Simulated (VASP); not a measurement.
Crystal: ZrS.

```
CELL_PARAMETERS angstrom
0.00000 2.61426 2.61426
2.61426 0.00000 2.61426
2.61426 2.61426 0.00000
ATOMIC_POSITIONS crystal
Zr 0.00000 0.00000 0.00000
S 0.50000 0.50000 0.50000
```

```yaml
Program: VASP 6.6.1
Task: relaxation of cell and atoms
Functional: PBEsol
Potentials_or_basis: VASP PAW PBE potentials, release 64 (Zr_sv, S)
Cutoff: 600 eV
k_mesh: 14 × 14 × 14
Occupations: gaussian, width 0.1 eV
Spin: no spin polarisation
```

At the start: pressure -4.7 GPa; volume 17.87 Å³/atom.

Task: How do energy, volume and symmetry change on relaxing?

Result: Over 3 steps the energy falls by 9.1 meV/atom and the volume is 17.27 Å³/atom (-3.3 %); space group Fm-3m (No. 225, to 0.05 Å).

Step by step:
| step | energy change (eV) | largest force (eV/Å) | pressure (GPa) | volume (Å³) |
| --- | --- | --- | --- | --- |
| 1 | 0.0000 | 0.0000 | -4.67 | 35.73 |
| 2 | 0.0110 | 0.0000 | 6.82 | 33.10 |
| 3 | -0.0182 | 0.0000 | 0.01 | 34.54 |

Final structure:
```cif
data_structure
_symmetry_space_group_name_H-M 'P 1'
_symmetry_Int_Tables_number 1
_cell_length_a 3.6555
_cell_length_b 3.6555
_cell_length_c 3.6555
_cell_angle_alpha 60.000
_cell_angle_beta 60.000
_cell_angle_gamma 60.000
_cell_volume 34.54
loop_
_atom_site_label
_atom_site_type_symbol
_atom_site_fract_x
_atom_site_fract_y
_atom_site_fract_z
_atom_site_occupancy
Zr1 Zr 0.00000 0.00000 0.00000 1
S1 S 0.50000 0.50000 0.50000 1
```

Caveat: the PAW data sets were made with another functional, which shifts forces and pressure a little.
